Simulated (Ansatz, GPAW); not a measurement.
This is a calculation of LiCl for Ansatz 0.2.0. 

input.yaml

```yaml
crystal:
  lattice:
    - [0.0, 2.56477, 2.56477]
    - [2.56477, 0.0, 2.56477]
    - [2.56477, 2.56477, 0.0]
  atoms:
    - { symbol: Cl, position: [0.5, 0.5, 0.5] }
    - { symbol: Li, position: [0.0, 0.0, 0.0] }
kpoints:
  mp_grid: { grid: [9, 9, 9] }
scf:
  occupations: { method: gaussian, width: 0.016 }
hamiltonian:
  xc: pbe
  pseudopotentials: { kind: all_electron, lapw: { basis_error: 0.001 } }
output:
  forces: true
  stress: true
  eigenvalues: true
```

Potentials or basis: all-electron LAPW, scalar-relativistic.

Command:

```sh
$ ansatz run input.yaml --threads 1 --pin off --max-ram 3072MiB --backend cpu --events-out ev --progress --plain --runs-dir out
```

Question: Translate it to GPAW 26.7.0 (ASE script). Potentials or basis there: GPAW PAW data sets (gpaw-data 1.2.1), cutoff 800 eV.

Answer: As run (cutoffs and basis follow the program's own potentials, and thresholds, step limits or extra output files can differ):

The input run.py:

```python
from ase import Atoms
from ase.dft.bandgap import bandgap
from ase.io import write
from ase.units import GPa
from gpaw import GPAW, PW

atoms = Atoms(['Cl', 'Li'],
              cell=[[0.0, 2.56477, 2.56477],
                    [2.56477, 0.0, 2.56477],
                    [2.56477, 2.56477, 0.0]],
              scaled_positions=[[0.5, 0.5, 0.5],
                                [0.0, 0.0, 0.0]],
              pbc=True)

calc = GPAW(mode=PW(800),
            xc='PBE',
            kpts={'size': (9, 9, 9), 'gamma': True},
            occupations={'name': 'methfessel-paxton', 'order': 0, 'width': 0.016},
            nbands=11,
            convergence={'density': 1e-05, 'energy': 1e-05},
            maxiter=150,
            txt='gpaw.txt')
atoms.calc = calc
energy = atoms.get_potential_energy()
forces = atoms.get_forces()
stress = atoms.get_stress()
calc.write('gs.gpw')
write('result.traj', atoms)
print(f'Energy: {energy:.6f} eV')
print('Forces (eV/A):')
print(forces.round(4))
print('Stress (GPa):', (stress / GPa).round(3))
print('Fermi level:', round(calc.get_fermi_level(), 4), 'eV')
print(f'Gap: {bandgap(calc)[0]:.4f} eV, direct: {bandgap(calc, direct=True)[0]:.4f} eV')
```

Potentials or basis: GPAW PAW data sets (gpaw-data 1.2.1), pw.

Run with:

```sh
$ OMP_NUM_THREADS=1 python run.py
```

Both were run:

|  | Ansatz | GPAW |
| --- | --- | --- |
| Pressure | 0.4 GPa | 0.5 GPa |

Where Ansatz's input types no cutoff or centring, it takes its own default and a Γ-centred mesh.

Pressure is positive in compression.
